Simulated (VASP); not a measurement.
Wanted: the native input for a VASP 6.6.1 run.

* Task: band structure
* Functional: r2SCAN
* Potentials or basis: VASP PAW PBE potentials, release 64 (Ca_sv, F)
* Cutoff: 520 eV
* k mesh: 8 × 8 × 8
* Occupations: gaussian, width 0.02 eV
* Spin: no spin polarisation
* Ladder: gaps
* Further INCAR settings: ALGO = Normal; EDIFF = 1e-06; NBANDS = 19

The structure of CaF2 (Fluorite) lies in POSCAR:

```
CaF2
1.0
    0.0000000000      2.7310000000      2.7310000000
    2.7310000000      0.0000000000      2.7310000000
    2.7310000000      2.7310000000      0.0000000000
Ca F
1 2
Direct
    0.0000000000      0.0000000000      0.0000000000
    0.7500000000      0.7500000000      0.7500000000
    0.2500000000      0.2500000000      0.2500000000
```

One way to write it, as run:

INCAR

```
  PREC = Accurate
  ENCUT = 520
  EDIFF = 1E-6
  ISMEAR = 0
  SIGMA = 0.02
  LREAL = False
  LASPH = True
  NELM = 100
  ALGO = Normal
  ISIF = 2
  LWAVE = False
  LCHARG = False
  METAGGA = R2SCAN
  LMIXTAU = True
  NBANDS = 19
```

KPOINTS

```
regular mesh
0
Gamma
  8 8 8
```

KPOINTS_OPT

```
path GXWKGLUWLK,UX
15
line-mode
reciprocal
 0.0000000000  0.0000000000  0.0000000000  G
 0.5000000000  0.0000000000  0.5000000000  X

 0.5000000000  0.0000000000  0.5000000000  X
 0.5000000000  0.2500000000  0.7500000000  W

 0.5000000000  0.2500000000  0.7500000000  W
 0.3750000000  0.3750000000  0.7500000000  K

 0.3750000000  0.3750000000  0.7500000000  K
 0.0000000000  0.0000000000  0.0000000000  G

 0.0000000000  0.0000000000  0.0000000000  G
 0.5000000000  0.5000000000  0.5000000000  L

 0.5000000000  0.5000000000  0.5000000000  L
 0.6250000000  0.2500000000  0.6250000000  U

 0.6250000000  0.2500000000  0.6250000000  U
 0.5000000000  0.2500000000  0.7500000000  W

 0.5000000000  0.2500000000  0.7500000000  W
 0.5000000000  0.5000000000  0.5000000000  L

 0.5000000000  0.5000000000  0.5000000000  L
 0.3750000000  0.3750000000  0.7500000000  K

 0.6250000000  0.2500000000  0.6250000000  U
 0.5000000000  0.0000000000  0.5000000000  X
```

Potentials or basis: VASP PAW PBE potentials, release 64 (Ca_sv, F).

Run with:

```sh
$ cat potpaw_PBE.64/Ca_sv/POTCAR potpaw_PBE.64/F/POTCAR > POTCAR
$ mpirun -np 1 vasp_std > vasp.out
```

Results of the run:

```
Pressure                : -0.6 GPa
Band gap on the k mesh  : 7.95 eV, indirect (least direct gap 8.20 eV)
Band gap along the path : 7.95 eV, indirect (least direct gap 8.20 eV)
```

Caveat: the PAW data sets were made with another functional, which shifts forces and pressure a little.

It took 2.6 min on 1 thread of Intel(R) Xeon(R) 6975P-C (Granite Rapids), with other jobs on the host, peak memory 0.18 GiB.
